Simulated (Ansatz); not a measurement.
**Be: electron localisation function with PBEsol**

Crystal: Be.

```xyz
1
Lattice="-1.2531 1.2531 1.2531 1.2531 -1.2531 1.2531 1.2531 1.2531 -1.2531" Properties=species:S:1:pos:R:3 pbc="T T T"
Be    0.0000    0.0000    0.0000
```

This isn't the form of Be at room conditions, which is hcp.

| Quantity | Value |
| --- | --- |
| Program | Ansatz 0.2.0 |
| Task | electron localisation function |
| Functional | PBEsol |
| Potentials or basis | all-electron PAW datasets made for the crystal |
| Cutoff | 220 eV (chosen from the basis error) |
| k mesh | 15 × 15 × 15 |
| Occupations | fermi-dirac, width 0.15 eV |
| Spin | collinear spin, ferromagnetic start |
| Starting moments | [0.5] μB |

* Pressure: -1.8 GPa
* Band gap on the k mesh: none (metal or under the smearing width)
* Net moment: 0.00 μB per cell
* Absolute moment: 0.00 μB per cell

Levels at points of the mesh, in eV from the Fermi level:
Spin up:
```
           k point  band 1  band 2  band 3  band 4
(0.00, 0.00, 0.00)  -12.12   19.44   19.44   19.44
```
Spin down:
```csv
k point,band 1,band 2,band 3,band 4
"(0.00, 0.00, 0.00)",-12.12,19.44,19.44,19.44
```

Run time: 14 s on 1 thread of Intel(R) Xeon(R) Platinum 8375C CPU @ 2.90GHz (Ice Lake), with other jobs on the host, peak memory 0.35 GiB.

Caveat: the starting moments weren't kept.
